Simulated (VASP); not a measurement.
BN: atomic charges with LDA

BN:

```
CELL_PARAMETERS angstrom
1.25112 0.72234 3.37293
-1.25112 0.72234 3.37293
0.00000 -1.44467 3.37293
ATOMIC_POSITIONS crystal
B 0.99372 0.00787 0.99763
N 0.33871 0.32457 0.33481
```

The cell is a database's computed one.

The cell isn't the ideal one: all atoms moved at random, sigma 0.02 Å a component.

```json
{
  "Program": "VASP 6.6.1",
  "Task": "atomic charges",
  "Functional": "LDA",
  "Potentials or basis": "VASP PAW LDA potentials, release 64 (B, N)",
  "Cutoff": "520 eV",
  "k mesh": "12 × 12 × 12",
  "Occupations": "gaussian, width 0.02 eV",
  "Spin": "no spin polarisation",
  "Further INCAR settings": "ALGO = Normal; EDIFF = 1e-06"
}
```

| Quantity | Value |
| --- | --- |
| Pressure | -3.3 GPa |
| Largest force | 1.449 eV/Å |
| Band gap on the k mesh | 3.90 eV, indirect (least direct gap 4.50 eV) |
| Valence electrons inside the program's atomic spheres | B 2.18; N 3.98 |

Forces in eV/Å, atoms in the order of the input:
```
B    1.416 -0.303 -0.020
N   -1.416  0.303  0.020
```

Stress tensor (GPa, compression positive):
```
-5.27  3.76  0.02
 3.76 -3.62  0.00
 0.02  0.00 -1.12
```

Levels at points of the mesh, in eV from the valence-band top:
```
           k point  band 1  band 2  band 3  band 4  band 5  band 6  band 7  band 8
(0.00, 0.00, 0.00)  -17.57   -4.22   -1.73   -0.88    4.83   10.98   12.14   12.97
(0.50, 0.00, 0.00)  -14.40   -8.95   -3.93   -0.52    4.94    9.90   12.66   14.65
(0.00, 0.50, 0.00)  -14.30   -8.83   -4.31   -0.75    5.39    9.84   12.71   14.69
(0.00, 0.00, 0.50)  -14.37   -8.92   -4.02   -0.58    5.06    9.85   12.68   14.65
(0.50, 0.50, 0.00)  -14.30   -8.79   -4.08   -1.18    4.02    9.85   13.87   17.16
(0.50, 0.00, 0.50)  -14.23   -8.71   -4.37   -1.34    4.35    9.84   13.82   17.20
(0.00, 0.50, 0.50)  -14.33   -8.82   -3.99   -1.11    3.90    9.90   13.89   17.14
(0.50, 0.50, 0.50)  -17.30   -6.26   -1.75   -0.90    9.82   10.89   12.04   12.40
```

Wall time 2.1 min on 1 thread of AMD EPYC 9R45 (Zen 5) (shared host), peak memory 0.22 GiB.

Caveat: forces of over 1 eV/Å show positions far from the minimum, so gaps and moduli don't describe the material at rest. A k mesh can miss the band edges.
